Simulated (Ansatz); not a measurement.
Set up this calculation in Ansatz 0.2.0, as the native input.

```yaml
Task: relaxation of cell and atoms
Functional: BLYP
Dispersion: D4
Potentials_or_basis: all-electron LAPW, scalar-relativistic
Basis_error_allowed: 0.001 eV/atom
k_mesh: 10 × 10 × 10
Occupations: fermi-dirac, width 0.05 eV
Spin: collinear spin, ferromagnetic start
Starting_moments: "[4.0, 0.0] μB"
```

Crystal: MnO.

```
Mn O
1.0
     0.00000    2.22391    2.22391
     2.22391    0.00000    2.22391
     2.22391    2.22391    0.00000
Mn O
1 1
Direct
  0.00000 0.00000 0.00000
  0.50000 0.50000 0.50000
```

The cell is a database's computed one.

The input as run:

input.yaml

```yaml
crystal:
  lattice:
    - [0.0, 2.2239077028, 2.2239077028]
    - [2.2239077028, 0.0, 2.2239077028]
    - [2.2239077028, 2.2239077028, 0.0]
  atoms:
    - { symbol: Mn, position: [0.0, 0.0, 0.0], spin: 4.0 }
    - { symbol: O, position: [0.5, 0.5, 0.5] }
kpoints:
  mp_grid: { grid: [10, 10, 10] }
scf:
  occupations: { method: fermi_dirac, width: 0.05 }
hamiltonian:
  xc: blyp
  dispersion: d4
  pseudopotentials: { kind: all_electron, lapw: { basis_error: 0.001 } }
magnetization:
  spin_polarized: true
output:
  forces: true
  stress: true
relax:
  f_tol: 0.02
  max_steps: 60
  cell: {}
```

Potentials or basis: all-electron LAPW, scalar-relativistic.

The run is started by

```console
$ ansatz run input.yaml --threads 2 --pin off --max-ram 6144MiB --backend cpu --events-out ev --progress --plain --runs-dir out
```

It gave:

```
Relaxed volume                         : 10.62 Å³/atom
Relaxed cell                           : a = 3.108 Å, b = 3.108 Å, c = 3.108 Å, α = 60.00°, β = 60.00°, γ = 60.00°
Space group after relaxing (to 0.05 Å) : Fm-3m (No. 225)
Energy gained by relaxing              : 4.0 meV/atom
Ionic steps                            : 5
Pressure after relaxing                : 0.0 GPa
Net moment                             : 4.57 μB per cell
Absolute moment                        : 4.57 μB per cell
Site moments                           : Mn +4.12; O +0.24 μB
```

Caveat: a cell with one magnetic atom can't hold antiferromagnetic order, which such compounds often take.

Wall time 37 s on 2 threads of Arm Neoverse V1 (shared host), peak memory 0.42 GiB.
